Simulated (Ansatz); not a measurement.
# BN: the cost of one run

Program: Ansatz 0.2.0. Level of theory: DFT LDA+D3(BJ), scalar-relativistic, plane waves, PAW. These are calculated values, not measurements.

### Step 1. The system as given

The structure is trigonal, space group R3m (No. 160). The conventional cell has a = 2.482 Å, b = 2.482 Å, c = 8.945 Å, α = 90.00°, β = 90.00°, γ = 120.00°. B (site symmetry 3m) has 3 N at 1.43 Å as nearest neighbours. Around N (site symmetry 3m) lie 3 B at 1.43 Å.

As a file:

```
CELL_PARAMETERS angstrom
1.24123 0.71662 2.98157
-1.24123 0.71662 2.98157
0.00000 -1.43325 2.98157
ATOMIC_POSITIONS crystal
B 0.00004 0.00004 0.00004
N 0.33239 0.33239 0.33239
```

It goes back to an entry of the Materials Project, which need not be the stable form.

This cell was relaxed beforehand with the same method: volume 7.96 Å³/atom, gap on the mesh 3.78 eV.

### Step 2. Plan of the line

The energy is mapped over two homogeneous strains; x, y and z are the crystal's own axes (z along the conventional c), which in the input's Cartesian frame point along (-0.50, 0.87, 0.00), (0.87, 0.50, 0.00), (0.00, 0.00, -1.00).

The axes are (1) engineering shear strain xz: 7 values from −22.0 %; (2) engineering shear strain yz: 7 values from −22.0 %.

Nothing else is relaxed (fractional coordinates fixed). Energies count from the relaxed crystal. Points are written as (first, second).

### Step 3. The run at (0.0 %, −22.0 %)

Contents of input.yaml:

```yaml
crystal:
  lattice:
    - [1.5252627311, 0.8806108484, 3.1392249703]
    - [-0.9571978178, 0.8806108484, 2.9027388414]
    - [0.2840324566, -1.2692630509, 2.9027388414]
  atoms:
    - { symbol: B, position: [3.84556e-05, 3.84556e-05, 3.84556e-05] }
    - { symbol: "N", position: [0.3323945444, 0.3323945444, 0.3323945444] }
basis:
  ecutwfc: 520.0
kpoints:
  mp_grid: { grid: [12, 12, 12] }
hamiltonian:
  xc: lda
  dispersion: d3bj
scf:
  occupations: { method: gaussian, width: 0.05 }
output:
  forces: true
  stress: true
  eigenvalues: true
```

Run with:

```console
$ ansatz run input.yaml --threads 1 --pin off --max-ram 2048MiB --backend cpu --events-out ev --progress --plain --runs-dir out
```

**Question.** How long does this run take on 1 thread of AMD EPYC 7R43 (Zen 3), shared host, and how much memory does it need?

About 9.2 s, with a peak of 0.45 GiB.
